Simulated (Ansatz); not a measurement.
# Cu (I4/mmm) in Ansatz: reference runs

Reference runs on Cu: the cell as given and a disturbed copy.

Program: Ansatz 0.2.0. These are calculated values, not measurements. Logs are shortened: lines on timing, memory, paths and dates and some standing lists are left out, and cuts for length are marked.

## 1. The crystal as given

Symmetry: I4/mmm, No. 139, tetragonal system. The conventional cell has a = 2.886 Å, b = 2.886 Å, c = 2.752 Å, α = 90.00°, β = 90.00°, γ = 90.00°. Cu (site symmetry 4/mmm) has 10 Cu at 2.46 to 2.75 Å as nearest neighbours.

This isn't the form of Cu at room conditions, which is fcc.

## 2. Single point, PBEsol

Contents of input.yaml:

```yaml
crystal:
  lattice:
    - [-1.44279332, 1.44279332, 1.37608145]
    - [1.44279332, -1.44279332, 1.37608145]
    - [1.44279332, 1.44279332, -1.37608145]
  atoms:
    - { symbol: Cu, position: [0.0, 0.0, 0.0] }
hamiltonian:
  xc: pbesol
  pseudopotentials: { kind: paw }
kpoints:
  mp_grid: { grid: [13, 13, 13] }
scf:
  occupations: { method: fermi_dirac, width: 0.05 }
output:
  forces: true
  stress: true
  eigenvalues: true
  write_density: true
  write_potential: true
  elf: true
  volumetric_format: npy
```

Potentials or basis: Ansatz PAW.

On the command line:

```console
> ansatz run input.yaml --threads 2 --pin off --max-ram 5632MiB --backend cpu --events-out ev --progress --plain --runs-dir out
```

The log of the run:

```text
Warning: RAYON_NUM_THREADS=2 ignored (pool sized by the plan → 2); use --threads N
Engine: ansatz 0.2.0, x86_64-unknown-linux-gnu
Pseudopotentials: kind: paw
Pseudopotential: Cu, paw, valence charge 19, recommended cutoff 420 eV (normal), Cu.paw.azcp
Functional definition: PBEsol
  exchange = pbesol_x
  correlation = pbesol_c
Crystal: 1 atoms, lattice volume = 11.458 Å³
Basis set: ecut = 420 eV, 225 PW (Γ), exchange–correlation on 36×36×36 points (8 copies of the dense FFT grid, shifted against one another)
Bands: 14, of which v1, the nominal top of the filled ones, is band 10 counted from 1 (9 counted from 0)
Symmetry: 16 space group operations
Space group: I4/mmm (ITA 139), of the structure as read, at distance tolerance 2.3e-5 Å
k-points: 196 of 2197
Non-local potential: Cu, projectors of the file, l = 0: 3, l = 1: 2, l = 2: 3, l = 3: 1
PAW form: soft (Blöchl's): semilocal exchange-correlation on the pseudo side does not see the compensation charge
PAW frozen core: Cu, regenerated for the run's functional, and the local potential with it (the file was generated under x = pbe(κ = 0.804, μ = 0.2195149727645171), c = pbe(β = 0.06672455060314922))
PAW one-centre angular grid: Cu, 590 points (default); XC on 64 Gauss nodes
Initial density: superposition of atomic densities (neutral atoms: chi_scale 0, normalization atom), corrected by the library's trained network
Initial wavefunctions: pseudopotential atomic-orbital guess
Functional: x = pbesol(κ = 0.804, μ = 0.12345679012345678), c = pbesol(β = 0.046)
SCF iter   1: F=—  HF=-6588.745115 eV  |F-HF|=—  |Δ(HF+E_count)|=         —  Δρ=2.07e-2  dr2=2.52e-2  ethr=1.77e-3  ⟨swp⟩=5.5  Hψ=13864  notcnv=0
preconditioner: auto → none  [metal: Δε(μ)=0.065 eV  Ē_g=17.454 eV  σ=0.050 eV  W_gap=0.29  n_scr=0 (ndim 8)  ℏωp=36.4 eV  f_vac=0.000  D(μ)=0.31/eV (n_scr^D=0)]
SCF iter   2: F=—  HF=-6588.739205 eV  |F-HF|=—  |Δ(HF+E_count)|=   5.91e-3  Δρ=1.01e-3  dr2=4.41e-5  ethr=1.33e-4  ⟨swp⟩=2.9  Hψ=5976  notcnv=0  defer=56
SCF iter   3: F=—  HF=-6588.739200 eV  |F-HF|=—  |Δ(HF+E_count)|=   5.47e-6  Δρ=1.00e-3  dr2=4.31e-5  ethr=2.32e-7  ⟨swp⟩=2.0  Hψ=4562  notcnv=0  defer=56
SCF iter   4: F=—  HF=-6588.739229 eV  |F-HF|=—  |Δ(HF+E_count)|=   2.90e-5  Δρ=7.52e-5  dr2=2.38e-7  ethr=2.27e-7  ⟨swp⟩=1.0  Hψ=2688  notcnv=0  defer=56
iter 5 did not close the SCF: its close was put off for the readings that it lacked (scf_convergence_deferred on its scf_iter line)
SCF iter   5: F=-6588.739229 eV  HF=-6588.739229 eV  |F-HF|=2.56e-10  |Δ(HF+E_count)|=   1.50e-7  Δρ=3.42e-6  dr2=5.59e-10  ethr=1.25e-9  ⟨swp⟩=2.2  Hψ=4143  notcnv=0  defer=56
SCF iter   6: F=-6588.739229 eV  HF=-6588.739229 eV  |F-HF|=2.73e-12  |Δ(HF+E_count)|=  3.80e-10  Δρ=1.33e-7  dr2=4.98e-13  ethr=2.94e-12  ⟨swp⟩=4.9  Hψ=13635  notcnv=0
SCF 1 converged in 6 iterations: F = -6588.739229 eV  dr2 = 4.98e-13
SCF converged after 6 iterations
Free energy (F): -6588.739229 eV
Harris-Foulkes:  -6588.739229 eV  (|F-HF|=2.73e-12)
Internal energy: -6588.736638 eV  (E = F + TS)
E sigma→0 (E₀):  -6588.737933 eV
Entropy (-TS):   -0.002591 eV (-2.591 meV/atom)
Fermi energy:    17.186645 eV
--- Per-component energies (eV) ---
  E_band       = -350.143381
  E_kinetic    = 300.490187
  E_local      = -3993.783696  (includes V_loc(G=0)·N_el)
  E_nonlocal   = 391.461875
  E_hartree    = 1758.244400
  E_xc         = -89.254341
  E_vxc        = -115.693683  (∫ρ·V_xc dr)
  E_paw        = -1626.166868  (= ΣΔE_a)
  E_vpaw       = -449.107143  (= ΣTr[D̂ρ^β])
  E_aug_tail   = 0.000255  (compensation charges beyond the density's cutoff)
  E_ewald      = -3329.934651
  E_core_change = 0.206202  (= ΣΔE_core)
  E_smearing   = -0.002591  (= −TS)
  E_closure    = -0.000000  (closes the sum)
  Σ components = -6588.739229   (vs F -6588.739229, Δ=0.00e0)
--- Forces (eV/Å), atoms counted from 1 ---
  atom   1  Cu     0.00000000     0.00000000    -0.00000000
  max |Σ_I F_I| component: 2.10e-31 eV/Å
--- Stress (GPa, compression-positive) ---
       -1.386506      -0.000000       0.000000
       -0.000000      -1.386506       0.000000
        0.000000       0.000000      -1.400567
  P = ⅓ Tr σ = -1.3912 GPa (-13.912 kbar)
--- Band table (eV; the first three rows and the last of 196) ---
  k-point 0: bands = ["-95.0781", "-52.5327", "-52.5298", "-52.5298", "7.5690", "13.9451", "14.1453", "14.1453", "15.0368", "15.2480", "42.0926", "42.0926", "43.3511", "45.8413"]
  k-point 1: bands = ["-95.0771", "-52.5371", "-52.5351", "-52.5296", "7.7947", "13.9484", "14.1060", "14.2341", "14.9930", "15.2436", "39.4685", "41.9146", "42.8151", "44.2475"]
  k-point 2: bands = ["-95.0744", "-52.5574", "-52.5417", "-52.5290", "8.4558", "13.9425", "13.9981", "14.4865", "14.9022", "15.2331", "35.3869", "40.5611", "41.8523", "42.0973"]
  k-point 195: bands = ["-95.0470", "-52.6286", "-52.6277", "-52.6189", "12.4541", "12.5050", "15.6739", "15.7083", "15.7094", "23.9721", "25.0815", "26.9093", "30.9032", "31.8407"]
```

It took 0.76 s on 2 threads of Intel Xeon 6975P-C (Granite Rapids), shared host; peak memory 0.34 GiB.

Results:

| Item | Value |
| --- | --- |
| Free energy | -6588.7392 eV |
| Pressure | -1.4 GPa |
| Band gap on the k mesh | none (metal or under the smearing width) |

Caveat: the PAW data sets come from PBE, with cores solved anew for the run's functional, which leaves a small shift of forces and pressure.

## 3. Single point, PBEsol (cell strained at random at fixed volume)

Contents of input.yaml:

```yaml
crystal:
  lattice:
    - [-1.410797, 1.441616, 1.366737]
    - [1.391944, -1.454551, 1.360532]
    - [1.460979, 1.504733, -1.380299]
  atoms:
    - { symbol: Cu, position: [0.018792, 0.002861, 0.014387] }
hamiltonian:
  xc: pbesol
  pseudopotentials: { kind: paw }
kpoints:
  mp_grid: { grid: [13, 13, 13] }
scf:
  occupations: { method: fermi_dirac, width: 0.05 }
output:
  forces: true
  stress: true
  eigenvalues: true
  write_density: true
  write_potential: true
  elf: true
  volumetric_format: npy
```

Potentials or basis: Ansatz PAW.

On the command line:

```console
> ansatz run input.yaml --threads 2 --pin off --max-ram 5632MiB --backend cpu --events-out ev --progress --plain --runs-dir out
```

The log of the run:

```text
Warning: RAYON_NUM_THREADS=2 ignored (pool sized by the plan → 2); use --threads N
[... 6 set-up lines as earlier in the session ...]
Crystal: 1 atoms, lattice volume = 11.458 Å³
Basis set: ecut = 420 eV, 223 PW (Γ), exchange–correlation on 36×36×36 points (8 copies of the dense FFT grid, shifted against one another)
Bands: 14, of which v1, the nominal top of the filled ones, is band 10 counted from 1 (9 counted from 0)
Symmetry: 2 space group operations
Space group: P-1 (ITA 2), of the structure as read, at distance tolerance 2.3e-5 Å
k-points: 1099 of 2197
[... 7 set-up lines as earlier in the session ...]
SCF iter   1: F=—  HF=-6588.739926 eV  |F-HF|=—  |Δ(HF+E_count)|=         —  Δρ=2.04e-2  dr2=2.43e-2  ethr=1.77e-3  ⟨swp⟩=5.5  Hψ=77981  notcnv=0
preconditioner: auto → none  [metal: Δε(μ)=0.002 eV  Ē_g=17.456 eV  σ=0.050 eV  W_gap=0.01  n_scr=0 (ndim 8)  ℏωp=36.4 eV  f_vac=0.000  D(μ)=0.26/eV (n_scr^D=0)]
SCF iter   2: F=—  HF=-6588.734209 eV  |F-HF|=—  |Δ(HF+E_count)|=   5.72e-3  Δρ=1.01e-3  dr2=4.59e-5  ethr=1.28e-4  ⟨swp⟩=2.9  Hψ=33478  notcnv=0  defer=329
SCF iter   3: F=—  HF=-6588.734204 eV  |F-HF|=—  |Δ(HF+E_count)|=   5.13e-6  Δρ=9.87e-4  dr2=4.07e-5  ethr=2.41e-7  ⟨swp⟩=2.0  Hψ=25536  notcnv=0  defer=329
SCF iter   4: F=—  HF=-6588.734232 eV  |F-HF|=—  |Δ(HF+E_count)|=   2.81e-5  Δρ=7.43e-5  dr2=2.33e-7  ethr=2.14e-7  ⟨swp⟩=1.0  Hψ=15057  notcnv=0  defer=329
iter 5 did not close the SCF: its close was put off for the readings that it lacked (scf_convergence_deferred on its scf_iter line)
SCF iter   5: F=-6588.734232 eV  HF=-6588.734232 eV  |F-HF|=1.88e-10  |Δ(HF+E_count)|=   2.12e-7  Δρ=3.69e-6  dr2=6.68e-10  ethr=1.23e-9  ⟨swp⟩=2.2  Hψ=23420  notcnv=0  defer=329
SCF iter   6: F=-6588.734232 eV  HF=-6588.734232 eV  |F-HF|=5.46e-12  |Δ(HF+E_count)|=  2.96e-10  Δρ=1.58e-7  dr2=1.07e-12  ethr=3.52e-12  ⟨swp⟩=5.1  Hψ=78244  notcnv=0
SCF 1 converged in 6 iterations: F = -6588.734232 eV  dr2 = 1.07e-12
SCF converged after 6 iterations
Free energy (F): -6588.734232 eV
Harris-Foulkes:  -6588.734232 eV  (|F-HF|=5.46e-12)
Internal energy: -6588.732186 eV  (E = F + TS)
E sigma→0 (E₀):  -6588.733209 eV
Entropy (-TS):   -0.002047 eV (-2.047 meV/atom)
Fermi energy:    17.183643 eV
--- Per-component energies (eV) ---
  E_band       = -350.109401
  E_kinetic    = 300.524440
  E_local      = -3995.240799  (includes V_loc(G=0)·N_el)
  E_nonlocal   = 391.496694
  E_hartree    = 1758.983673
  E_xc         = -89.259746
  E_vxc        = -115.700985  (∫ρ·V_xc dr)
  E_paw        = -1626.194103  (= ΣΔE_a)
  E_vpaw       = -449.156365  (= ΣTr[D̂ρ^β])
  E_aug_tail   = 0.000278  (compensation charges beyond the density's cutoff)
  E_ewald      = -3329.248825
  E_core_change = 0.206202  (= ΣΔE_core)
  E_smearing   = -0.002047  (= −TS)
  E_closure    = 0.000000  (closes the sum)
  Σ components = -6588.734232   (vs F -6588.734232, Δ=0.00e0)
--- Forces (eV/Å), atoms counted from 1 ---
  atom   1  Cu     0.00000000     0.00000000     0.00000000
  max |Σ_I F_I| component: 0.00e0 eV/Å
--- Stress (GPa, compression-positive) ---
       -2.296963      -4.426936       1.358889
       -4.426935       0.030825       0.892459
        1.358889       0.892459      -0.848275
  P = ⅓ Tr σ = -1.0381 GPa (-10.381 kbar)
--- Band table (eV; the first three rows and the last of 1099) ---
  k-point 0: bands = ["-95.0753", "-52.5308", "-52.5302", "-52.5219", "7.5694", "13.8962", "14.0445", "14.3066", "14.9974", "15.2846", "41.0146", "42.5807", "43.5467", "45.0569"]
  k-point 1: bands = ["-95.0745", "-52.5338", "-52.5325", "-52.5251", "7.7848", "13.8933", "14.0144", "14.3803", "14.9684", "15.2801", "38.3441", "42.1520", "43.0744", "44.4593"]
  k-point 2: bands = ["-95.0722", "-52.5502", "-52.5379", "-52.5265", "8.4160", "13.8728", "13.9250", "14.5995", "14.9097", "15.2714", "34.3673", "40.7631", "42.0053", "42.7223"]
  k-point 1098: bands = ["-95.0583", "-52.6434", "-52.5687", "-52.5331", "12.0717", "13.3613", "14.2087", "15.0779", "15.2827", "16.6637", "25.1764", "32.0966", "33.0569", "42.2088"]
```

rho_z.tsv:

```text
# z_ang	rho[e/angstrom^3]
# format = ansatz-planar-average/11
# lattice	-1.410797000	1.441616000	1.366737000
# lattice	1.391944000	-1.454551000	1.360532000
# lattice	1.460979000	1.504733000	-1.380299000
# sites	1
# site	29	-0.001510241	0.044577971	0.009717842
0.000000	4.808923e0
0.139487	4.561076e0
0.278973	3.507777e0
0.418460	2.277909e0
0.557946	1.340165e0
0.697433	7.779615e-1
[... 10 lines left out ...]
2.231785	2.853760e0
2.371272	4.079415e0
```

v_z.tsv:

```text
# z_ang	v_es[eV]	v_tot[eV]
# format = ansatz-planar-average/11
# xc	pbesol
# density_cutoff_ev	1680
# datasets	Cu=:simpson_from_first_knot:soft:shift=-1116002
# lattice	-1.410797000	1.441616000	1.366737000
# lattice	1.391944000	-1.454551000	1.360532000
# lattice	1.460979000	1.504733000	-1.380299000
# sites	1
# site	29	-0.001510241	0.044577971	0.009717842
0.000000	-7.908392e-1	-1.544059e1
0.139487	-5.717483e-1	-1.514664e1
0.278973	5.559028e-1	-1.365157e1
0.418460	2.582643e0	-1.103407e1
0.557946	5.422579e0	-7.479858e0
0.697433	8.789576e0	-3.367280e0
[... 10 lines left out ...]
2.231785	1.495463e0	-1.242783e1
2.371272	-1.010224e-1	-1.451892e1
```

It took 3.7 s on 2 threads of Intel Xeon 6975P-C (Granite Rapids), shared host; peak memory 0.52 GiB.

What came out:

* Free energy: -6588.7342 eV
* Pressure: -1.0 GPa
* Band gap on the k mesh: none (metal or under the smearing width)

Levels at points of the mesh, in eV from the Fermi level:
| k point | band 7 | band 8 | band 9 | band 10 | band 11 | band 12 |
| --- | --- | --- | --- | --- | --- | --- |
| (0.00, 0.00, 0.00) | -3.14 | -2.88 | -2.19 | -1.90 | 23.83 | 25.40 |

Caveat: the PAW data sets come from PBE, with cores solved anew for the run's functional, which leaves a small shift of forces and pressure.
